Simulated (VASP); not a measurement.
# Zn (P6/mmm) in VASP: notebook

The runs below take Zn through single point, relaxation of cell and atoms, with PBEsol.

Everything below comes from runs of VASP 6.6.1. Logs are shortened: lines on timing, memory, paths and dates and some standing lists are left out, and cuts for length are marked.

## Step 1: Starting point

It takes space group P6/mmm (No. 191, hexagonal). The conventional cell has a = 2.525 Å, b = 2.525 Å, c = 2.939 Å, α = 90.00°, β = 90.00°, γ = 120.00°. Zn (site symmetry 6/mmm) has 6 Zn at 2.52 Å as nearest neighbours.

The cell was built by a generator and needn't be a form met in nature.

## Step 2: Single point, PBEsol

INCAR

```
SYSTEM = Zn
PREC = Accurate ; ENCUT = 520
EDIFF = 1E-7 ; ISMEAR = 0
SIGMA = 0.1 ; LREAL = .FALSE.
LASPH = .TRUE. ; NELM = 100
ALGO = Fast ; ISIF = 2
LWAVE = .FALSE. ; LCHARG = .TRUE.
GGA = PS ; LELF = .TRUE.
LVHAR = .TRUE. ; NBANDS = 12
```

KPOINTS

```
regular mesh
0
G
  24 24 22
  0 0 0
```

POSCAR

```
Zn
1.0
    2.5249407420      0.0000000000      0.0000000000
   -1.2624703710      2.1866628256      0.0000000000
    0.0000000000      0.0000000000      2.9391257383
Zn
1
Direct
    0.0000000000      0.0000000000      0.0000000000
```

Potentials or basis: VASP PAW PBE potentials, release 64 (Zn).

The run is started by

```
$ cat potpaw_PBE.64/Zn/POTCAR > POTCAR
$ mpirun -np 1 vasp_std > vasp.out
```

OUTCAR:

```text
SYSTEM = Zn
   PREC = Accurate
   ENCUT = 520
   EDIFF = 1E-7
   ISMEAR = 0
   LREAL = .FALSE.
   LASPH = .TRUE.
   NELM = 100
   ISIF = 2
   GGA = PS

 ion  position               nearest neighbor table
   1  0.000  0.000  0.000-

  LATTYP: Found a hexagonal cell.
 ALAT       =     2.5249407420
 C/A-ratio  =     1.1640375116

  Lattice vectors:

 A1 = (   2.5249407420,   0.0000000000,   0.0000000000)
 A2 = (  -1.2624703710,   2.1866628256,   0.0000000000)
 A3 = (   0.0000000000,   0.0000000000,   2.9391257383)

Analysis of symmetry for initial positions (statically):
=====================================================================
 Subroutine PRICEL returns:
 Original cell was already a primitive cell.

 Routine SETGRP: Setting up the symmetry group for a
 hexagonal supercell.

 Subroutine GETGRP returns: Found 24 space group operations
 (whereof 24 operations were pure point group operations)
 out of a pool of 24 trial point group operations.

The static configuration has the point symmetry D_6h.

Analysis of symmetry for dynamics (positions and initial velocities):
=====================================================================
 Subroutine PRICEL returns:
 Original cell was already a primitive cell.

 Routine SETGRP: Setting up the symmetry group for a
 hexagonal supercell.

 Subroutine GETGRP returns: Found 24 space group operations
 (whereof 24 operations were pure point group operations)
 out of a pool of 24 trial point group operations.

The dynamic configuration has the point symmetry D_6h.

 Subroutine INISYM returns: Found 24 space group operations
 (whereof 24 operations are pure point group operations),
 and found     1 'primitive' translations

----------------------------------------------------------------------------------------

                                     Primitive cell

  volume of cell :      16.2275

  direct lattice vectors                    reciprocal lattice vectors
     2.524940742  0.000000000  0.000000000     0.396048899  0.228658938  0.000000000
    -1.262470371  2.186662826  0.000000000     0.000000000  0.457317876  0.000000000
     0.000000000  0.000000000  2.939125738     0.000000000  0.000000000  0.340237230

  length of vectors
     2.524940742  2.524940742  2.939125738     0.457317876  0.457317876  0.340237230

  position of ions in fractional coordinates (direct lattice)
     0.000000000  0.000000000  0.000000000

  ion indices of the primitive-cell ions
   primitive index   ion index
                 1           1

----------------------------------------------------------------------------------------

 KPOINTS: regular mesh

Automatic generation of k-mesh.
 Grid dimensions read from file:
 generate k-points for:   24   24   22

 Generating k-lattice:

  Cartesian coordinates                     Fractional coordinates (reciprocal lattice)
     0.016502037  0.009527456  0.000000000     0.041666667  0.000000000  0.000000000
     0.000000000  0.019054912  0.000000000     0.000000000  0.041666667  0.000000000
     0.000000000  0.000000000  0.015465329     0.000000000  0.000000000  0.045454545

  Length of vectors
     0.019054912  0.019054912  0.015465329

  Shift w.r.t. Gamma in fractional coordinates (k-lattice)
     0.000000000  0.000000000  0.000000000

 Subroutine IBZKPT returns following result:
 ===========================================

 Found    732 irreducible k-points:

 Following reciprocal coordinates:
            Coordinates               Weight
  0.000000  0.000000  0.000000      1.000000
  0.041667 -0.000000  0.000000      6.000000
  0.083333 -0.000000  0.000000      6.000000
  0.125000 -0.000000  0.000000      6.000000
  0.166667  0.000000  0.000000      6.000000
  0.208333  0.000000  0.000000      6.000000
[... 16 lines left out ...]
  0.416667  0.041667  0.000000     12.000000
  0.458333  0.041667  0.000000     12.000000
 [... further k-points ...]
   k-points           NKPTS =    732   k-points in BZ     NKDIM =    732   number of bands    NBANDS=     12
   number of dos      NEDOS =    301   number of ions     NIONS =      1
   total plane-waves  NPLWV =   9600
   dimension x,y,z NGX =    20 NGY =   20 NGZ =   24
   dimension x,y,z NGXF=    40 NGYF=   40 NGZF=   48
   ions per type =               1
   NGX,Y,Z   is equivalent  to a cutoff of  13.17, 13.17, 13.58 a.u.
   NGXF,Y,Z  is equivalent  to a cutoff of  26.34, 26.34, 27.15 a.u.
 SYSTEM =  Zn
   PREC   = accura    normal or accurate (medium, high low for compatibility)
   ISTART =      0    job   : 0-new  1-cont  2-samecut
   ICHARG =      2    charge: 1-file 2-atom 10-const
   ISPIN  =      1    spin polarized calculation?
   LNONCOLLINEAR =      F non collinear calculations
   LSORBIT =      F    spin-orbit coupling
   LASPH  =      T    aspherical Exc in radial PAW
   ENCUT  =  520.0 eV  38.22 Ry    6.18 a.u.   4.69  4.69  5.46*2*pi/ulx,y,z
   NELM   =    100;   NELMIN=  2; NELMDL= -5     # of ELM steps
   EDIFF  = 0.1E-06   stopping-criterion for ELM
   LREAL  =      F    real-space projection
   EDIFFG = 0.1E-05   stopping-criterion for IOM
   NSW    =      0    number of steps for IOM
   IBRION =     -1    ionic relax: 0-MD 1-quasi-New 2-CG
   NFREE  =      0    steps in history (QN), initial steepest desc. (CG)
   ISIF   =      2    stress and relaxation
   ISYM   =      2    0-nonsym 1-usesym 2-fastsym
   POTIM  = 0.5000    time-step for ionic-motion
   TEBEG  =    0.0;   TEEND  =   0.0 temperature during run
   PSTRESS=    0.0 pullay stress
   NELECT =      12.0000    total number of electrons
   NUPDOWN=      -1.0000    fix difference up-down
   EMIN   =  10.00;   EMAX   =-10.00  energy-range for DOS
   EFERMI =   0.00;   METHOD = LEGACY
   ISMEAR =     0;   SIGMA  =   0.10  broadening in eV -4-tet -1-fermi 0-gaus
   EFERMI_NEDOS =   21; number of points for ismear=-14 and -15
   IALGO  =     68    algorithm
   IMIX   =      4    mixing-type and parameters
     AMIX     =   0.40;   BMIX     =  1.00
     AMIX_MAG =   1.60;   BMIX_MAG =  1.00
  volume/ion in A,a.u.               =      16.23       109.51
  Fermi-wavevector in a.u.,A,eV,Ry     =   1.480420  2.797588 29.819106  2.191642
  Thomas-Fermi vector in A             =   2.594456
   LORBIT       =      0    0 simple, 1 ext, 2 COOP (PROOUT), +10 PAW based schemes
   GGA     = PS    functional components
   LHFCALC =     F    Hartree Fock is set to
   AEXX    =    0.0000 exact exchange contribution
   IVDW    =     0    specifies the selected vdW correction
   LEPSILON=     F    determine dielectric tensor
   LRPA    =     F    only Hartree local field effects (RPA)
 non-spin polarized calculation
 RMM-DIIS sequential band-by-band and
 Gauss-broadening in eV      SIGMA  =   0.10
  energy-cutoff  :      520.00
  volume of cell :       16.23
 maximum number of plane-waves:       454
 NGX is ok and might be reduce to    20
   NGX =  9   NGY =  9   NGZ = 11

 number of electron      12.0000009 magnetization

 Free energy of the ion-electron system (eV)
  ---------------------------------------------------
  ext. energy  EPLUGINS =         0.00000000
  ---------------------------------------------------
  free energy    TOTEN  =        -1.43861476 eV

  energy without entropy =       -1.43721077  energy(sigma->0) =       -1.43791276

 E-fermi :   2.4113     XC(G=0): -11.2641

 val. band max:        2.3843662018   @ k =   0.1667   0.0833   0.3636
 cond. band min:       2.4227081023   @ k =   0.3750   0.2500   0.0000
 fundamental gap:      0.0383419005
 Fermi energy:         2.4112607017

 k-point     1 :       0.0000    0.0000    0.0000
  band No.  band energies     occupation
      1      -7.6795      2.00000
      2      -5.7232      2.00000
      3      -5.2856      2.00000
      4      -5.2856      2.00000
      5      -4.5968      2.00000
      6      -4.5968      2.00000
      7       9.3165      0.00000
      8      13.4648      0.00000
      9      23.3647      0.00000
     10      23.3647      0.00000
     11      23.9504      0.00000
     12      26.1432      0.00000

 k-point     2 :       0.0417   -0.0000    0.0000
  band No.  band energies     occupation
      1      -7.6213      2.00000
      2      -5.7140      2.00000
      3      -5.2950      2.00000
      4      -5.2699      2.00000
      5      -4.6109      2.00000
      6      -4.5992      2.00000
      7       9.3879      0.00000
      8      13.4963      0.00000
      9      22.2033      0.00000
     10      22.8231      0.00000
     11      23.5642      0.00000
     12      26.7748      0.00000

 k-point     3 :       0.0833   -0.0000    0.0000
  band No.  band energies     occupation
      1      -7.4483      2.00000
      2      -5.6868      2.00000
      3      -5.3209      2.00000
      4      -5.2236      2.00000
      5      -4.6520      2.00000
      6      -4.6063      2.00000
      7       9.6007      0.00000
      8      13.5878      0.00000
      9      20.0918      0.00000
     10      21.8009      0.00000
     11      23.1016      0.00000
     12      28.0679      0.00000

 k-point     4 :       0.1250   -0.0000    0.0000
  band No.  band energies     occupation
      1      -7.1673      2.00000
      2      -5.6431      2.00000
      3      -5.3548      2.00000
      4      -5.1493      2.00000
      5      -4.7159      2.00000
      6      -4.6176      2.00000
      7       9.9503      0.00000
      8      13.7233      0.00000
      9      17.9391      0.00000
     10      20.7288      0.00000
     11      22.5527      0.00000
     12      29.5941      0.00000

 k-point     5 :       0.1667    0.0000    0.0000
  band No.  band energies     occupation
      1      -6.7979      2.00000
      2      -5.5835      2.00000
      3      -5.3760      2.00000
      4      -5.0510      2.00000
      5      -4.7971      2.00000
      6      -4.6323      2.00000
      7      10.4299      0.00000
      8      13.8040      0.00000
      9      15.9589      0.00000
     10      19.7070      0.00000
     11      21.9939      0.00000
     12      31.2474      0.00000
[... 228 lines left out ...]
      1      -6.0916      2.00000
      2      -5.2744      2.00000
      3      -5.1927      2.00000
      4      -4.7175      2.00000
      5      -4.5450      2.00000
      6      -3.0242      2.00000
      7       6.8563      0.00000
      8      13.9877      0.00000
      9      15.3827      0.00000
     10      16.6429      0.00000
     11      20.8367      0.00000
     12      24.2492      0.00000

 k-point    22 :       0.3750    0.0417    0.0000
  band No.  band energies     occupation
      1      -6.1379      2.00000
      2      -5.2524      2.00000
      3      -5.2244      2.00000
      4      -4.7311      2.00000
      5      -4.4369      2.00000
      6      -2.0174      2.00000
      7       5.2067      0.00000
      8      14.9785      0.00000
      9      15.0550      0.00000
     10      17.2619      0.00000
     11      20.4827      0.00000
     12      22.7208      0.00000

 k-point    23 :       0.4167    0.0417    0.0000
  band No.  band energies     occupation
      1      -6.1745      2.00000
      2      -5.2939      2.00000
      3      -5.1888      2.00000
      4      -4.7407      2.00000
      5      -4.3622      2.00000
      6      -0.9342      2.00000
      7       3.6991      0.00000
      8      14.8073      0.00000
      9      15.9508      0.00000
     10      17.9552      0.00000
     11      20.1203      0.00000
     12      21.3922      0.00000

 k-point    24 :       0.4583    0.0417    0.0000
  band No.  band energies     occupation
      1      -6.1943      2.00000
      2      -5.3151      2.00000
      3      -5.1703      2.00000
      4      -4.7457      2.00000
      5      -4.3237      2.00000
      6       0.0521      2.00000
      7       2.5014      0.20262
      8      14.6788      0.00000
      9      16.6846      0.00000
     10      18.5542      0.00000
     11      19.7496      0.00000
     12      20.4809      0.00000

 [... further k-points ...]

------------------------ aborting loop because EDIFF is reached ----------------------------------------

  FORCE on cell =-STRESS in cart. coord.  units (eV):
  Direction    XX          YY          ZZ          XY          YZ          ZX
  --------------------------------------------------------------------------------------
  -------------------------------------------------------------------------------------
  Total        0.0498806      0.0498806      0.0076113      0.0000000     -0.0000000     -0.0000000
  in kB        4.9248262      4.9248262      0.7514861      0.0000000     -0.0000000     -0.0000000
  external PRESSURE =       3.5337128 kB  Pullay stress =       0.0000000 kB

 VOLUME and BASIS-vectors are now :
 -----------------------------------------------------------------------------
  energy-cutoff  :      520.00
  volume of cell :       16.23
      direct lattice vectors                 reciprocal lattice vectors
     2.524940742  0.000000000  0.000000000     0.396048899  0.228658938  0.000000000
    -1.262470371  2.186662826  0.000000000     0.000000000  0.457317876  0.000000000
     0.000000000  0.000000000  2.939125738     0.000000000  0.000000000  0.340237230

 POSITION                                       TOTAL-FORCE (eV/Angst)
 -----------------------------------------------------------------------------------
      0.00000      0.00000      0.00000         0.000000      0.000000      0.000000
 -----------------------------------------------------------------------------------
    total drift:                               -0.000000      0.000000      0.000000

  FREE ENERGIE OF THE ION-ELECTRON SYSTEM (eV)
  ---------------------------------------------------
  free  energy   TOTEN  =        -1.4386147555 eV

  energy  without entropy=       -1.4372107738  energy(sigma->0) =       -1.43791276
```

Run time: 47 s. Hardware: 1 thread of Intel Xeon 6975P-C (Granite Rapids), shared host; peak memory 0.24 GiB.

What came out:

```
Free energy            : -1.4386 eV
Pressure               : 0.4 GPa
Band gap on the k mesh : none (metal or under the smearing width)
```

Stress tensor (GPa, compression positive):
```
0.49 0.00 0.00
0.00 0.49 0.00
0.00 0.00 0.08
```

Caveat: the PAW data sets were made with another functional, which shifts forces and pressure a little.

## Step 3: Relaxation of cell and atoms, PBEsol

This run uses another cell than the first one, of 15.42 Å³/atom, 0.950 times its volume.

INCAR

```
SYSTEM = Zn
  ALGO = Fast
  EDIFF = 1E-6
  EDIFFG = -0.01
  ENCUT = 600
  GGA = PS
  IBRION = 2
  ISIF = 3
  ISMEAR = 0
  LASPH = .True.
  LCHARG = .False.
  LREAL = .False.
  LWAVE = .False.
  NELM = 100
  NSW = 100
  PREC = Accurate
  SIGMA = 0.1
```

KPOINTS

```
k-points
0
Gamma
  24 24 22
  0 0 0
```

POSCAR

```
Zn
1.0
    2.6709001415      0.0000000000      0.0000000000
   -1.3354500708      2.3130673735      0.0000000000
    0.0000000000      0.0000000000      2.4956223197
Zn
1
Direct
    0.0000000000      0.0000000000      0.0000000000
```

Potentials or basis: VASP PAW PBE potentials, release 64 (Zn).

The run is started by

```
$ cat potpaw_PBE.64/Zn/POTCAR > POTCAR
$ mpirun -np 1 vasp_std > vasp.out
```

Wall time 7.6 min (1 thread of Intel Xeon 6975P-C (Granite Rapids), shared host); peak memory 0.33 GiB.

It converged, with:

| Quantity | Value |
| --- | --- |
| Free energy | -1.4383 eV |
| Relaxed volume | 16.25 Å³/atom |
| Relaxed cell | a = 2.530 Å, b = 2.530 Å, c = 2.932 Å, α = 90.00°, β = 90.00°, γ = 120.00° |
| Space group after relaxing (to 0.05 Å) | P6/mmm (No. 191) |
| Energy gained by relaxing | 70.1 meV/atom |
| Ionic steps | 30 |
| Pressure after relaxing | 0.1 GPa |
| Band gap on the k mesh | none (metal or under the smearing width) |

Step by step:
| step | energy change (eV) | largest force (eV/Å) | pressure (GPa) | volume (Å³) |
| --- | --- | --- | --- | --- |
| 1 | 0.0000 | 0.0000 | 2.27 | 15.42 |
| 2 | -0.0346 | 0.0000 | -0.67 | 15.90 |
| 3 | -0.0474 | 0.0000 | -2.44 | 16.24 |
| 4 | -0.0572 | 0.0000 | -3.36 | 16.88 |
| 5 | -0.0672 | 0.0000 | 2.04 | 15.94 |
| 6 | -0.0700 | 0.0000 | 0.31 | 16.22 |
| 7 | -0.0700 | 0.0000 | 0.51 | 16.23 |
| 8 | -0.0662 | 0.0000 | -1.73 | 16.56 |
| 9 | -0.0699 | 0.0000 | -0.22 | 16.26 |
| 10 | -0.0700 | 0.0000 | -0.55 | 16.25 |
| 11 | -0.0699 | 0.0000 | 0.09 | 16.18 |
| 12 | -0.0699 | 0.0000 | -0.06 | 16.22 |
| 13 | -0.0700 | 0.0000 | 0.27 | 16.23 |
| 14 | -0.0700 | 0.0000 | 0.18 | 16.24 |
| 15 | -0.0700 | 0.0000 | -0.22 | 16.25 |
| 16 | -0.0700 | 0.0000 | 0.09 | 16.20 |
| 17 | -0.0700 | 0.0000 | 0.36 | 16.21 |
| 18 | -0.0700 | 0.0000 | 0.41 | 16.22 |
| 19 | -0.0700 | 0.0000 | 0.32 | 16.23 |
| 20 | -0.0700 | 0.0000 | 0.10 | 16.24 |
| 21 | -0.0700 | 0.0000 | 0.03 | 16.24 |
| 22 | -0.0700 | 0.0000 | -0.08 | 16.23 |
| 23 | -0.0700 | 0.0000 | -0.32 | 16.22 |
| 24 | -0.0700 | 0.0000 | 0.32 | 16.19 |
| 25 | -0.0700 | 0.0000 | 0.78 | 16.21 |
| 26 | -0.0700 | 0.0000 | 0.41 | 16.21 |
| 27 | -0.0700 | 0.0000 | 0.02 | 16.22 |
| 28 | -0.0700 | 0.0000 | 0.19 | 16.22 |
| 29 | -0.0700 | 0.0000 | 0.36 | 16.23 |
| 30 | -0.0701 | 0.0000 | 0.06 | 16.25 |

Final structure:
```xyz
1
Lattice="2.5298 0.0000 0.0000 -1.2649 2.1909 0.0000 0.0000 0.0000 2.9320" Properties=species:S:1:pos:R:3 pbc="T T T"
Zn   -1.2649    2.1909    0.0000
```

Levels at points of the mesh, in eV from the Fermi level:
| k point | band 3 | band 4 | band 5 | band 6 | band 7 | band 8 | band 9 | band 10 |
| --- | --- | --- | --- | --- | --- | --- | --- | --- |
| (0.00, 0.00, 0.00) | -7.69 | -7.69 | -7.01 | -7.01 | 7.00 | 11.13 | 20.82 | 20.82 |
| (0.50, 0.00, 0.00) | -7.58 | -7.15 | -6.70 | -2.24 | -0.21 | 12.94 | 14.40 | 16.46 |
| (0.00, 0.00, 0.50) | -7.67 | -7.11 | -7.11 | -5.07 | -3.93 | 23.81 | 24.32 | 24.32 |
| (0.50, 0.00, 0.50) | -7.29 | -6.91 | -6.69 | 0.38 | 3.17 | 3.76 | 6.75 | 15.82 |

Caveat: the PAW data sets were made with another functional, which shifts forces and pressure a little.

[end of part 1 of 2]
